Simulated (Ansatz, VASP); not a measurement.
## Si: VASP beside Ansatz

```xyz
2
Lattice="0.0000 2.7036 2.7036 2.7036 0.0000 2.7036 2.7036 2.7036 0.0000" Properties=species:S:1:pos:R:3 pbc="T T T"
Si    2.7036    2.7036    2.7036
Si    4.0554    4.0554    4.0554
```

Change from the starting cell: volume scaled by 0.98.

Alike in both runs: task single point; functional BLYP; k mesh 8 × 8 × 8; occupations fermi-dirac, width 0.05 eV; collinear spin.

|  | VASP | Ansatz |
| --- | --- | --- |
| version | VASP 6.6.1 | Ansatz 0.2.0 |
| potentials or method | VASP PAW PBE potentials, release 64 (Si), cutoff 520 eV | all-electron LAPW, scalar-relativistic |

```csv
,VASP,Ansatz,Ansatz less VASP
gap on the k mesh at the Fermi level (eV),0.82,0.81,-0.008
least direct gap on the mesh (eV),2.71,2.70,-0.010
pressure (GPa),6.5,6.3,-0.19
net moment per atom (μB),0.00,0.00,0.000
```

Ansatz ran all-electron here, so the differences hold the error of VASP's frozen core and of both bases.

Caveats: the PAW data sets were made with another functional, which shifts forces and pressure a little (VASP); the starting moments weren't kept (Ansatz). A k mesh can miss the band edges.
